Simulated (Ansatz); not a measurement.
The system is Sn.

```
Sn
1.0
    -2.94014    2.94014    1.59930
     2.94014   -2.94014    1.59930
     2.94014    2.94014   -1.59930
Sn
2
Direct
  0.00000 0.00000 0.00000
  0.75000 0.25000 0.50000
```

Program: Ansatz 0.2.0. Alike in all runs: task band structure; cell as given; cutoff (eV) 208; smearing fermi-dirac 0.05 eV; basis error allowed 0.001 eV/atom.

Question: Order these runs on this cell by their pressure, lowest first.
A. level BLYP; potentials or basis all-electron LAPW, scalar-relativistic; spin off; k mesh 9 × 9 × 9
B. level LDA; potentials or basis all-electron LAPW, relativistic spinors; spin SOC, no magnetisation; k mesh 7 × 7 × 7
C. level PBEsol; potentials or basis all-electron LAPW, scalar-relativistic; spin off; k mesh 9 × 9 × 9

Answer: B (-3.0 GPa), C (-1.4 GPa), A (5.7 GPa).

Caveats: the k mesh is thin for a metal, which can move the energy by tens of meV per atom (some runs).

Runs at the PBE level aren't shown here.
